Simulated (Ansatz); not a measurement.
The system is HfN.

```xyz
2
Lattice="0.0000 2.4548 2.4548 2.4548 0.0000 2.4548 2.4548 2.4548 0.0000" Properties=species:S:1:pos:R:3 pbc="T T T"
Hf    0.0000    0.0000    0.0000
N     1.2274    1.2274    1.2274
```

The cell comes from a database or a generator and needn't be the stable form of this composition.

Base run:

| Quantity | Value |
| --- | --- |
| Program | Ansatz 0.2.0 |
| Functional | PBEsol |
| Potentials or basis | all-electron LAPW, scalar-relativistic |
| Cutoff | 392 eV |
| Density cutoff | 1568 eV |
| Basis error allowed | 0.001 eV/atom |
| k mesh | 9 × 9 × 9 |
| Occupations | fermi-dirac, width 0.05 eV |
| Spin | no spin polarisation |
| Hubbard terms | Hf d U = 6 eV |

Its results: band gap on the k mesh none (metal or under the smearing width); pressure 3.8 GPa.

**Question.** After a change of settings the same cell gave: band gap on the k mesh none (metal or under the smearing width); pressure 7.6 GPa. Which change was it?
A. hubbard terms from Hf d U = 6 eV to Hf d U = 8 eV
B. hubbard terms from Hf d U = 6 eV to none
C. potentials or basis from all-electron LAPW, scalar-relativistic to all-electron PAW datasets made for the crystal; hubbard terms from Hf d U = 6 eV to none
D. hubbard terms from Hf d U = 6 eV to Hf d U = 2 eV

**Answer.** A.

Caveats: U is the effective U less J, on atomic orbitals that reach past the spheres; U without spin polarisation on a metal has little footing.

Not every run made on this cell is shown here.
